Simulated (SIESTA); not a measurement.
Runs of SIESTA 5.4.2 on Pd. It takes space group Fm-3m (No. 225, cubic). Conventional cell: a = 3.893 Å, b = 3.893 Å, c = 3.893 Å, α = 90.00°, β = 90.00°, γ = 90.00°. Pd (site symmetry m-3m) has 12 Pd at 2.75 Å as nearest neighbours. 

```csv
task,level,potentials or basis,energy shift,gap on the mesh (eV),pressure (GPa)
band structure,RGE2,"PseudoDojo 0.4 standard (PBE files), DZP (energy shift 0.002 Ry)",0.002 Ry,none,-2.0
single point,PBEsol,"PseudoDojo 0.4 standard (PBEsol files), DZP (energy shift 0.003 Ry; two zetas on semicore shells)",0.003 Ry,none,-2.4
band structure,RPBE,"PseudoDojo 0.4 standard (PBE files), DZP (energy shift 0.002 Ry)",0.002 Ry,none,10.5
band structure,PBE,"PseudoDojo 0.4 standard (PBE files), DZ (energy shift 0.002 Ry)",0.002 Ry,none,(b)
band structure,PBE,"PseudoDojo 0.4 standard (PBE files), SZ (energy shift 0.002 Ry)",0.002 Ry,none,(a)
band structure,LDA,"PseudoDojo 0.4 standard (LDA files), DZP (energy shift 0.002 Ry)",0.002 Ry,none,-9.0
band structure,PBE,"PseudoDojo 0.4 standard (PBE files), DZP (energy shift 0.003 Ry; two zetas on semicore shells)",0.003 Ry,none,7.4
```

Alike in all rows: no spin polarisation; cell as given; k mesh 12 × 12 × 12; smearing fermi-dirac 0.05 eV; grid cutoff 800 Ry.

Question: Fill in the values left out.

Answer: (a) 14.0; (b) 4.3.

Caveats: the basis of atomic orbitals isn't converged, which shifts pressures, moduli and gaps; semicore shells carry a single zeta, which can move pressures by several GPa and volumes by a few percent (some runs); the potentials were made for another functional, which shifts forces and pressure (some runs); the basis has no polarisation orbitals (some runs).

A k mesh can miss the band edges, and the runs leave out spin-orbit coupling on Pd.

A gap of «none» marks a metal or a gap under the smearing width.

Not every run made on this cell is shown here.
